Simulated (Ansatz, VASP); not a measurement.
## One calculation of TiSi2, two programs

The input INCAR:

```
ALGO     = Normal         # electronic algorithm
EDIFF    = 1E-7           # SCF threshold, eV
ENCUT    = 520            # plane-wave cutoff, eV
GGA      = PS             # functional
ISIF     = 2              # what is computed and relaxed
ISMEAR   = -1             # smearing method
LASPH    = T              # aspherical terms in the spheres
LCHARG   = T              # write CHGCAR
LELF     = T              # ELF
LREAL    = F              # projectors in reciprocal space
LVHAR    = T            
LWAVE    = F              # write WAVECAR
NBANDS   = 17             # bands
NELM     = 60             # most SCF steps
PREC     = Accurate       # precision mode
SIGMA    = 0.05           # smearing width, eV
```

Contents of KPOINTS:

```
k-points
0
Gamma
  12 12 12
```

File POSCAR:

```
TiSi2
1.0
   -1.4728720000      1.7121300000      4.2120830000
    1.4728720000     -1.7121300000      4.2120830000
    1.4728720000      1.7121300000     -4.2120830000
Ti Si
1 2
Direct
    0.0000000000      0.0000000000      0.0000000000
    0.6700780000      0.6700780000      0.0000000000
    0.3299220000      0.3299220000      0.0000000000
```

Contents of input.yaml:

```yaml
crystal:
  lattice:
    - [-1.472872, 1.71213, 4.212083]
    - [1.472872, -1.71213, 4.212083]
    - [1.472872, 1.71213, -4.212083]
  atoms:
    - { symbol: Ti, position: [0.0, 0.0, 0.0] }
    - { symbol: Si, position: [0.670078, 0.670078, 0.0] }
    - { symbol: Si, position: [0.329922, 0.329922, 0.0] }
kpoints:
  mp_grid: { grid: [12, 12, 12] }
  band_path:
    path:
      - [0.0, 0.0, 0.0]
      - [-0.2805686444, 0.2805686444, 0.2805686444]
      - [-0.4892620261, 0.4892620261, 0.0718752627]
      - [-0.5, 0.5, 0.0]
      - [-0.75, 0.25, 0.25]
      - [-0.5, 0.0, 0.5]
      - [-0.7194313556, -0.2805686444, 0.7194313556]
      - [-0.5, -0.5, 0.5]
    npoints: 6
scf:
  occupations: { method: fermi_dirac, width: 0.05 }
hamiltonian:
  xc: pbesol
  pseudopotentials: { kind: all_electron, lapw: { basis_error: 0.002 } }
output:
  forces: true
  stress: true
  eigenvalues: true
```

Alike in both runs: functional PBEsol; k mesh 12 × 12 × 12; occupations fermi-dirac, width 0.05 eV; no spin polarisation.

```csv
,VASP,Ansatz
version,VASP 6.6.1,Ansatz 0.2.0
potentials or method,"VASP PAW PBE potentials, release 64 (Ti_sv, Si)","all-electron LAPW, scalar-relativistic"
plane-wave cutoff (eV),520,see its input
task,single point,band structure
```

|  | VASP | Ansatz | Ansatz less VASP |
| --- | --- | --- | --- |
| gap on the k mesh at the Fermi level (eV) | none | none | - |
| pressure (GPa) | -3.5 | -3.6 | -0.11 |
| largest component of the traceless stress (GPa) | 0.66 | 0.67 | +0.009 |
| rms of the force components (eV/Å) | 0.032 | 0.032 | +0.0002 |

Atom by atom the forces differ by 0.000 eV/Å (rms over components). A gap of «none» marks a metal or a gap that the smearing closes. Ansatz ran all-electron here, so the differences hold the error of VASP's frozen core and of both bases.

Caveats: the PAW data sets were made with another functional, which shifts forces and pressure a little (VASP).
